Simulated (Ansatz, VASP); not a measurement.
**One calculation of CdS, two programs**

```xyz
2
Lattice="0.0000 2.7532 2.7532 2.7532 0.0000 2.7532 2.7532 2.7532 0.0000" Properties=species:S:1:pos:R:3 pbc="T T T"
Cd    0.0000    0.0000    0.0000
S     2.7532    2.7532    2.7532
```

Measurements of this composition are mostly on another form, of space group No. 186.

Alike in both runs: task single point; functional PBE; k mesh 10 × 10 × 10; occupations gaussian, width 0.03 eV; no spin polarisation.

|  | VASP | Ansatz |
| --- | --- | --- |
| version | VASP 6.6.1 | Ansatz 0.2.0 |
| potentials or method | VASP PAW PBE potentials, release 64 (Cd, S) | scalar-relativistic, plane waves, PAW |
| plane-wave cutoff (eV) | 520 | 420 |
| valence electrons in the cell | 18 | 26 |

```csv
,VASP,Ansatz,Ansatz less VASP
gap on the k mesh at the Fermi level (eV),0.25,0.26,+0.012
least direct gap on the mesh (eV),1.53,1.55,+0.024
pressure (GPa),-0.1,-0.4,-0.36
```

The functional is the same, so the differences come from potentials, cutoffs and numerics. The two sets of potentials don't hold the same shells in valence.

A k mesh can miss the band edges.
